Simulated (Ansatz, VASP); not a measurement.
## Au in VASP and in Ansatz

```
Au
1.0
    -1.58396    1.58396    1.58396
     1.58396   -1.58396    1.58396
     1.58396    1.58396   -1.58396
Au
1
Direct
  0.00000 0.00000 0.00000
```

Alike in both runs: functional PBE; k mesh 18 × 18 × 18; occupations gaussian, width 0.1 eV; no spin polarisation.

Ansatz relaxed the structure, and its values are those at the end. VASP's run is a single point on that final structure, the one shown.

|  | VASP | Ansatz |
| --- | --- | --- |
| version | VASP 6.6.1 | Ansatz 0.2.0 |
| potentials or method | VASP PAW PBE potentials, release 64 (Au) | scalar-relativistic, plane waves, PAW |
| plane-wave cutoff (eV) | 520 | 420 |
| valence electrons in the cell | 11 | 19 |

Ansatz gave:

```
gap on the k mesh at the Fermi level (eV) : none
pressure (GPa)                            : 24.9
```

Question: What did VASP give for the same quantities?

Answer: gap on the k mesh at the Fermi level (eV): none; pressure (GPa): 24.6.

A gap of «none» marks a metal or a gap that the smearing closes. The two sets of potentials don't hold the same shells in valence.

Caveats: so large a pressure means that the cell lies far from this level's equilibrium, or that cutoff or potentials fall short (VASP). The runs have no spin-orbit coupling, so splittings on Au are missing.
